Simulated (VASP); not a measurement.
NaCl:

```
Cl Na
1.0
     3.50219    0.00000    0.00000
     0.00000    3.50219    0.00000
     0.00000    0.00000    3.50219
Cl Na
1 1
Cartesian
  1.7511 1.7511 1.7511
  0.0000 0.0000 0.0000
```

Measurements of this composition are mostly on another form, of space group No. 225.

Base run:

| Quantity | Value |
| --- | --- |
| Program | VASP 6.6.1 |
| Functional | PBEsol |
| Potentials or basis | VASP PAW PBE potentials, release 64 (Cl, Na_pv) |
| Cutoff | 520 eV |
| k mesh | 8 × 8 × 8 |
| Occupations | gaussian, width 0.02 eV |
| Spin | no spin polarisation |

Its results: band gap on the k mesh 3.84 eV, indirect (least direct gap 4.34 eV).

The run is repeated on the same cell with these changes: functional from PBEsol to r2SCAN. What comes out?

Band gap on the k mesh 4.81 eV, indirect (least direct gap 5.32 eV).

r2SCAN gives the wider gap, since meta-GGAs in the generalised Kohn-Sham scheme recover part of the derivative discontinuity.
